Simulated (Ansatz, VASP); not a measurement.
Two plane-wave programs on Pt

The input INCAR:

```
PREC = Accurate ; ENCUT = 520
EDIFF = 1E-7 ; ISMEAR = -1
SIGMA = 0.1 ; LREAL = False
LASPH = True ; NELM = 100
ALGO = Normal ; ISIF = 2
LWAVE = False ; LCHARG = False
GGA = RE ; NBANDS = 17
```

The input KPOINTS:

```
regular mesh
0
Gamma
  15 15 8
```

Contents of POSCAR:

```
Pt
1.0
    2.7015354587      0.0000000000      0.0000000000
   -1.3507677293      2.3395983364      0.0000000000
    0.0000000000      0.0000000000      4.6478336690
Pt
2
Direct
    0.3333333333      0.6666666667      0.2500000000
    0.6666666667      0.3333333333      0.7500000000
```

Input for Ansatz:

```yaml
crystal:
  lattice:
    - [2.7015354587, 0.0, 0.0]
    - [-1.3507677293, 2.3395983364, 0.0]
    - [0.0, 0.0, 4.647833669]
  atoms:
    - { symbol: Pt, position: [0.3333333333, 0.6666666667, 0.25] }
    - { symbol: Pt, position: [0.6666666667, 0.3333333333, 0.75] }
hamiltonian:
  xc: revpbe
  pseudopotentials:
    kind: paw
    azcp:
      Pt: "pseudopotentials/Pt.paw.azcp"
basis:
  ecutwfc: 420
  fft_grid_basis: typed
kpoints:
  mp_grid: { grid: [15, 15, 8], shift: [0, 0, 0] }
magnetization:
  spin_polarized: false
scf:
  occupations: { method: fermi_dirac, width: 0.1 }
  lower_state_search: "off"
output:
  stress: true
```

Alike in both runs: task single point; functional revPBE; k mesh 15 × 15 × 8; occupations fermi-dirac, width 0.1 eV; no spin polarisation.

```csv
,VASP,Ansatz
version,VASP 6.6.1,Ansatz 0.2.0
potentials or method,"VASP PAW PBE potentials, release 64 (Pt)","plane waves (420 eV) with PAW, scalar-relativistic"
plane-wave cutoff (eV),520,420
valence electrons in the cell,20,36
```

```tsv
	VASP	Ansatz	Ansatz less VASP
pressure (GPa)	23.5	24.1	+0.60
largest component of the traceless stress (GPa)	1.45	1.42	-0.035
```

The functional is the same, so the differences come from potentials, cutoffs and numerics. The two sets of potentials don't hold the same shells in valence.

Caveats: so large a pressure means that the cell lies far from this level's equilibrium, or that cutoff or potentials fall short (VASP); the potentials were made for another functional, which shifts forces and pressure (VASP). The runs have no spin-orbit coupling, so splittings on Pt are missing.
